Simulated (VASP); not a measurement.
The system is CdTe.

```
CELL_PARAMETERS angstrom
0.00000 3.20500 3.20500
3.20500 0.00000 3.20500
3.20500 3.20500 0.00000
ATOMIC_POSITIONS crystal
Cd 0.00000 0.00000 0.00000
Te 0.75000 0.75000 0.75000
```

| Property | Result |
| --- | --- |
| Program | VASP 6.6.1 |
| Task | relaxation of cell and atoms |
| Functional | PBEsol |
| Potentials or basis | VASP PAW PBE potentials, release 64 (Cd, Te) |
| Cutoff | 600 eV |
| k mesh | 8 × 8 × 8 |
| Occupations | gaussian, width 0.02 eV |
| Spin | no spin polarisation |

At the start: pressure 1.8 GPa; volume 32.92 Å³/atom.

**Question.** Where does the relaxation end?

**Answer.** Over 3 steps the energy falls by 7.3 meV/atom and the volume is 34.26 Å³/atom (+4.1 %); space group F-43m (No. 216, to 0.05 Å).

The path:
```
step  energy change (eV)  largest force (eV/Å)  pressure (GPa)  volume (Å³)
   1              0.0000                0.0000            1.81        65.84
   2             -0.0130                0.0000           -0.56        69.44
   3             -0.0145                0.0000           -0.01        68.51
```

Final structure:
```yaml
crystal:
  lattice:
    - [0.00000, 3.24772, 3.24772]
    - [3.24772, 0.00000, 3.24772]
    - [3.24772, 3.24772, 0.00000]
  atoms:
    - { symbol: Cd, position: [0.00000, 0.00000, 0.00000] }
    - { symbol: Te, position: [0.75000, 0.75000, 0.75000] }
```

Caveat: the PAW data sets were made with another functional, which shifts forces and pressure a little.
